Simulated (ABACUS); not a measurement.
# Ni (Fm-3m) in ABACUS: a series of runs

One crystal, Ni, is run at these levels: BP86; tasks: equation of state.

Program: ABACUS 3.10.1. These are calculated values, not measurements. Logs are shortened: lines on timing, memory, paths and dates and some standing lists are left out, and cuts for length are marked.

**1. The crystal as given**

It takes space group Fm-3m (No. 225, cubic). The conventional cell has a = 3.475 Å, b = 3.475 Å, c = 3.475 Å, α = 90.00°, β = 90.00°, γ = 90.00°. Around Ni (site symmetry m-3m) lie 12 Ni at 2.46 Å.

**2. Equation of state, BP86, collinear spin, ferromagnetic start, 9.86 Å³/atom (volume scaled by 0.94)**

Contents of INPUT:

```
INPUT_PARAMETERS
suffix              Ni
calculation         scf
basis_type          pw
pseudo_dir          ./
symmetry            1
dft_functional      GGA_X_B88+GGA_C_P86
ecutwfc             98
pseudo_rcut         10
nspin               2
nbands              14
ks_solver           dav
smearing_method     fd
smearing_sigma      0.00367493
scf_thr             1e-08
scf_nmax            100
mixing_type         broyden
mixing_beta         0.4
cal_force           1
cal_stress          1
kpar                4
```

Contents of STRU:

```
ATOMIC_SPECIES
Ni 58.6934 Ni_ONCV_PBE-1.2.upf

LATTICE_CONSTANT
1.8897261246

LATTICE_VECTORS
0.0000000000 1.7021023080 1.7021023080
1.7021023080 0.0000000000 1.7021023080
1.7021023080 1.7021023080 0.0000000000

ATOMIC_POSITIONS
Cartesian

Ni
0.0
1
0.0000000000 0.0000000000 0.0000000000 1 1 1 mag 1
```

Contents of KPT:

```
K_POINTS
0
Gamma
10 10 10 0 0 0
```

Potentials or basis: SG15 ONCV 1.2 PBE, plane waves.

Started as:

```bash
$ OMP_NUM_THREADS=1 mpirun -np 4 abacus > log
```

running log:

```text
ABACUS v3.10.1

               Atomic-orbital Based Ab-initio Computation at UStc

 ------------------------------------------------------------------------------------

 READING GENERAL INFORMATION
                           global_out_dir = OUT.Ni/
                           global_in_card = INPUT
                               pseudo_dir = ./
                              orbital_dir =
                                    DSIZE = 4
                                    GSIZE = 1

 READING UNITCELL INFORMATION
                                    ntype = 1
                  lattice constant (Bohr) = 1.88973
              lattice constant (Angstrom) = 1

 READING ATOM TYPE 1
                               atom label = Ni
                      L=0, number of zeta = 1
                      L=1, number of zeta = 1
                      L=2, number of zeta = 1
             number of atom for this type = 1
               magnetization of element 1 = 1

                        TOTAL ATOM NUMBER = 1
CARTESIAN COORDINATES ( UNIT =       1.889726124600 Bohr ).
    atom                   x                   y                   z     mag                  vx                  vy                  vz
tauc_Ni1            0.0000000000        0.0000000000        0.0000000000  1.0000        0.0000000000        0.0000000000        0.0000000000

                          Volume (Bohr^3) = 66.5554
                             Volume (A^3) = 9.86249

 Lattice vectors: (Cartesian coordinate: in unit of a_0)
                   +0             +1.7021             +1.7021
              +1.7021                  +0             +1.7021
              +1.7021             +1.7021                  +0
 Reciprocal vectors: (Cartesian coordinate: in unit of 2 pi/a_0)
            -0.293754           +0.293754           +0.293754
            +0.293754           -0.293754           +0.293754
            +0.293754           +0.293754           -0.293754
 The esolver type has been set to : ksdft_pw

                PAO radial cut off (Bohr) = 10

 Read in pseudopotential file is Ni_ONCV_PBE-1.2.upf
                     pseudopotential type = NC
          exchange-correlation functional = PBE
                 nonlocal core correction = 0
                        valence electrons = 18
                                     lmax = 2
                           number of zeta = 0
                     number of projectors = 6
                           L of projector = 0
                           L of projector = 0
                           L of projector = 1
                           L of projector = 1
                           L of projector = 2
                           L of projector = 2
 XC functional updated to : GGA_X_B88+GGA_C_P86
          exchange-correlation functional = GGA_X_B88+GGA_C_P86
[... 166 lines left out ...]

 -------------------------------------------
 SELF-CONSISTENT
 -------------------------------------------
                                 init_chg = atomic

 PW ALGORITHM --------------- ION=   1  ELEC=   1--------------------------------
 Notice: Threshold on eigenvalues was too large.
 hsover_error=0.18 > DRHO=0.00808679
 Origin diag ethr = 0.01
 New diag ethr = 4.49266e-05
          total magnetism (Bohr mag/cell) = 0.712392
       absolute magnetism (Bohr mag/cell) = 0.732205
                        nelec for spin up = 9.3562
                      nelec for spin down = 8.6438

 Density error is 0.00759933953434
                          Error Threshold = 4.49266204423e-05
----------------------------------------------------------
     Energy           Rydberg                 eV
----------------------------------------------------------
 E_KohnSham     -308.4335445732      -4196.4536605319
 E_Harris       -309.0284283420      -4204.5474694353
 E_Fermi        1.6572658646         22.5482588599
----------------------------------------------------------
[... 103 lines left out ...]
 Density error is 1.54784889463e-09
                          Error Threshold = 1.09527872244e-10
----------------------------------------------------------
     Energy           Rydberg                 eV
----------------------------------------------------------
 E_KohnSham     -308.4353820103      -4196.4786601468
 E_KS(sigma->0) -308.4348949367      -4196.4720331707
 E_Harris       -308.4353042278      -4196.4776018612
 E_band         -15.5485134109       -211.5483778172
 E_one_elec     -118.3004728495      -1609.5605068481
 E_Hartree      71.2243796971        969.0574003967
 E_xc           -30.4408597679       -414.1691448630
 E_Ewald        -230.9174549428      -3141.7931548802
 E_entropy(-TS) -0.0009741472        -0.0132539523
 E_descf        0.0000000000         0.0000000000
 E_exx          0.0000000000         0.0000000000
 E_Fermi        1.6483082136         22.4263837647
----------------------------------------------------------

 charge density convergence is achieved
 final etot is -4196.4786601 eV
 EFERMI = 22.426383765 eV

 STATE ENERGY(eV) AND OCCUPATIONS    NSPIN == 2
SPIN UP :
 1/12 kpoint (Cartesian) = 0.0000 0.0000 0.0000 (1067 pws)
       1       -81.2176     0.00100000
       2       -41.5900     0.00100000
       3       -41.5900     0.00100000
       4       -41.5900     0.00100000
       5        12.7745     0.00100000
       6        19.7042     0.00100000
       7        19.7042     0.00100000
       8        19.7042     0.00100000
       9        21.0805     0.00100000
      10        21.0805     0.00100000
      11        47.4150        0.00000
      12        51.8702        0.00000
      13        51.8702        0.00000
      14        51.8702        0.00000
[... 66 lines left out ...]
       1       -81.1648     0.00400000
       2       -41.9025     0.00400000
       3       -41.6343     0.00400000
       4       -41.6343     0.00400000
       5        17.0109     0.00400000
       6        19.7226     0.00400000
       7        19.7226     0.00400000
       8        21.8504     0.00399996
       9        21.8504     0.00399996
      10        22.0451     0.00399805
      11        28.8574    5.53567e-59
      12        45.8212        0.00000
      13        48.9608        0.00000
      14        48.9608        0.00000

[... levels at 18 further k points ...]

------------------------------------------------------------------------------------------
 TOTAL-FORCE (eV/Angstrom)
------------------------------------------------------------------------------------------
                       Ni1         0.0000000000         0.0000000000         0.0000000000
------------------------------------------------------------------------------------------

----------------------------------------------------------------
 TOTAL-STRESS (KBAR)
----------------------------------------------------------------
       258.4781745401        -0.0000000000        -0.0000000000
        -0.0000000000       258.4781745401         0.0000000000
        -0.0000000000         0.0000000000       258.4781745401
----------------------------------------------------------------
 TOTAL-PRESSURE: 258.478175 KBAR

 --------------------------------------------
 !FINAL_ETOT_IS -4196.4786601468103981 eV
 --------------------------------------------
```

stdout:

```text
ABACUS v3.10.1

               Atomic-orbital Based Ab-initio Computation at UStc

 dft_functional readin is: GGA_X_B88+GGA_C_P86
 dft_functional in pseudopot file is: PBE
 Please make sure this is what you need
[... 36 lines left out ...]
 DA8      6.51e-01   7.17e-01  -4.19647866e+03  -6.52319499e-08   1.5478e-09   1.10
----------------------------------------------------------------
 TOTAL-STRESS (KBAR)
----------------------------------------------------------------
       258.4781745401        -0.0000000000        -0.0000000000
        -0.0000000000       258.4781745401         0.0000000000
        -0.0000000000         0.0000000000       258.4781745401
----------------------------------------------------------------
 TOTAL-PRESSURE: 258.478175 KBAR
```

Wall time 12 s (4 MPI ranks of Intel Xeon Platinum 8375C at 2.90GHz (Ice Lake), shared host); peak memory 0.36 GiB.

Results:

- Free energy: -4196.4787 eV
- Pressure: 25.8 GPa
- Band gap on the k mesh: none (metal or under the smearing width)
- Net moment: 0.65 μB per cell
- Absolute moment: 0.72 μB per cell

Caveat: the potentials were made for another functional, which shifts forces and pressure.

**3. Equation of state, BP86, collinear spin, ferromagnetic start, 10.28 Å³/atom (volume scaled by 0.98)**

INPUT is that of step 2.

Contents of STRU:

```
ATOMIC_SPECIES
Ni 58.6934 Ni_ONCV_PBE-1.2.upf

LATTICE_CONSTANT
1.8897261246

LATTICE_VECTORS
0.0000000000 1.7259110183 1.7259110183
1.7259110183 0.0000000000 1.7259110183
1.7259110183 1.7259110183 0.0000000000

ATOMIC_POSITIONS
Cartesian

Ni
0.0
1
0.0000000000 0.0000000000 0.0000000000 1 1 1 mag 1
```

KPT is that of step 2.

Potentials or basis: SG15 ONCV 1.2 PBE, plane waves.

Started as:

```bash
$ OMP_NUM_THREADS=1 mpirun -np 4 abacus > log
```

It took 13 s on 4 MPI ranks of Intel Xeon Platinum 8375C at 2.90GHz (Ice Lake), shared host; peak memory 0.36 GiB.

It converged, with:

```
Free energy            : -4196.5303 eV
Pressure               : 13.9 GPa
Band gap on the k mesh : none (metal or under the smearing width)
Net moment             : 0.67 μB per cell
Absolute moment        : 0.74 μB per cell
```

Caveat: the potentials were made for another functional, which shifts forces and pressure.

**4. Equation of state, BP86, collinear spin, ferromagnetic start, 10.70 Å³/atom (volume scaled by 1.02)**

INPUT is that of step 3.

Contents of STRU:

```
ATOMIC_SPECIES
Ni 58.6934 Ni_ONCV_PBE-1.2.upf

LATTICE_CONSTANT
1.8897261246

LATTICE_VECTORS
0.0000000000 1.7490803739 1.7490803739
1.7490803739 0.0000000000 1.7490803739
1.7490803739 1.7490803739 0.0000000000

ATOMIC_POSITIONS
Cartesian

Ni
0.0
1
0.0000000000 0.0000000000 0.0000000000 1 1 1 mag 1
```

KPT is that of step 3.

Started as:

```bash
$ OMP_NUM_THREADS=1 mpirun -np 4 abacus > log
```

It took 11 s on 4 MPI ranks of Intel Xeon Platinum 8375C at 2.90GHz (Ice Lake), shared host; peak memory 0.36 GiB.

It converged, with:

- Free energy: -4196.5540 eV
- Pressure: 4.4 GPa
- Band gap on the k mesh: none (metal or under the smearing width)
- Net moment: 0.68 μB per cell
- Absolute moment: 0.76 μB per cell

Caveat: the potentials were made for another functional, which shifts forces and pressure.

**5. Equation of state, BP86, collinear spin, ferromagnetic start, 11.12 Å³/atom (volume scaled by 1.06)**

INPUT is that of step 4.

Contents of STRU:

```
ATOMIC_SPECIES
Ni 58.6934 Ni_ONCV_PBE-1.2.upf

LATTICE_CONSTANT
1.8897261246

LATTICE_VECTORS
0.0000000000 1.7716516424 1.7716516424
1.7716516424 0.0000000000 1.7716516424
1.7716516424 1.7716516424 0.0000000000

ATOMIC_POSITIONS
Cartesian

Ni
0.0
1
0.0000000000 0.0000000000 0.0000000000 1 1 1 mag 1
```

KPT is that of step 4.

Started as:

```bash
$ OMP_NUM_THREADS=1 mpirun -np 4 abacus > log
```

It took 12 s on 4 MPI ranks of Intel Xeon Platinum 8375C at 2.90GHz (Ice Lake), shared host; peak memory 0.36 GiB.

It converged, with:

| Item | Value |
| --- | --- |
| Free energy | -4196.5555 eV |
| Pressure | -3.1 GPa |
| Band gap on the k mesh | none (metal or under the smearing width) |
| Net moment | 0.70 μB per cell |
| Absolute moment | 0.77 μB per cell |

Caveat: the potentials were made for another functional, which shifts forces and pressure.

**6. Equation of state, BP86, collinear spin, ferromagnetic start**

Potentials or basis: SG15 ONCV 1.2 PBE, plane waves.

No new run: the results of the series are fitted here.

What came out:

```yaml
Equilibrium_volume: 10.94 Å³/atom
Bulk_modulus: 194 GPa
Pressure_derivative_of_the_bulk_modulus: "4.9 (rough: it moves with the points fitted)"
```

Energy against volume, from the lowest point:
```tsv
volume (Å³/atom)	energy (meV/atom)
9.862	76.81
10.282	25.18
10.702	1.46
11.122	0.00
```

Caveat: the potentials were made for another functional, which shifts forces and pressure.
